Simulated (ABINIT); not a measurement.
Crystal: BN.

```xyz
8
Lattice="4.8801 0.0000 0.0000 0.0000 2.5915 0.0000 0.0000 0.0000 4.2920" Properties=species:S:1:pos:R:3 pbc="T T T"
N     1.5671    1.9436    0.4570
N     3.3129    0.6479    3.8350
N     0.8729    0.6479    2.6031
N     4.0072    1.9436    1.6890
B     1.6612    0.6479    3.8933
B     0.7788    1.9436    1.7473
B     4.1013    0.6479    2.5448
B     3.2188    1.9436    0.3987
```

Measurements of this composition are mostly on another form, of space group No. 194.

Base run:

- Program: ABINIT 10.8.3 (patched build)
- Functional: PBE
- Potentials or basis: JTH PAW PBE v2.0
- Cutoff: 707 eV
- k mesh: 6 × 10 × 6
- Occupations: fermi-dirac, width 0.05 eV
- Spin: no spin polarisation

Its results: band gap on the k mesh 5.65 eV, indirect (least direct gap 6.25 eV); pressure -0.1 GPa; largest force 0.056 eV/Å.

Q: The run is repeated on the same cell with these changes: functional from PBE to PBEsol. What comes out?

A: Band gap on the k mesh 5.52 eV, indirect (least direct gap 6.12 eV); pressure -4.6 GPa; largest force 0.061 eV/Å.

PBEsol binds more tightly than PBE, so the same cell stands under less pressure.

Caveats: the atomic spheres overlap; the PAW data sets were made with another functional, which shifts forces and pressure a little (some runs).

A k mesh can miss the band edges.
